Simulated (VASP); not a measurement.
Wanted: the native input for a VASP 6.6.1 run.

| Property | Result |
| --- | --- |
| Task | single point |
| Functional | PBEsol |
| Potentials or basis | VASP PAW PBE potentials, release 64 (Sc_sv) |
| Cutoff | 520 eV |
| k mesh | 18 × 18 × 18 |
| Occupations | gaussian, width 0.15 eV |
| Spin | no spin polarisation |
| Dipole correction | no |
| Further INCAR settings | ALGO = Fast; EDIFF = 1e-07; NBANDS = 12 |

The structure of Sc lies in POSCAR:

```
Sc
1.0
    0.0000000000      2.2705000000      2.2705000000
    2.2705000000      0.0000000000      2.2705000000
    2.2705000000      2.2705000000      0.0000000000
Sc
1
Direct
    0.0000000000      0.0000000000      0.0000000000
```

This isn't the form of Sc at room conditions, which is hcp.

These files were run (other wordings do the same):

INCAR

```
  ALGO = Fast
  EDIFF = 1E-7
  ENCUT = 520
  GGA = PS
  ISIF = 2
  ISMEAR = 0
  LASPH = True
  LCHARG = False
  LREAL = False
  LWAVE = False
  NBANDS = 12
  NELM = 100
  PREC = Accurate
  SIGMA = 0.15
```

KPOINTS

```
k-points
0
Gamma
  18 18 18
```

Potentials or basis: VASP PAW PBE potentials, release 64 (Sc_sv).

The run is started by

```sh
$ cat potpaw_PBE.64/Sc_sv/POTCAR > POTCAR
$ mpirun -np 1 vasp_std > vasp.out
```

It gave:

| Quantity | Value |
| --- | --- |
| Pressure | 0.5 GPa |
| Band gap on the k mesh | none (metal or under the smearing width) |

Caveat: the PAW data sets were made with another functional, which shifts forces and pressure a little.

Wall time 37 s on 1 thread of Intel(R) Xeon(R) Platinum 8259CL CPU @ 2.50GHz (Skylake/Cascade Lake), on a shared host, peak memory 0.17 GiB.
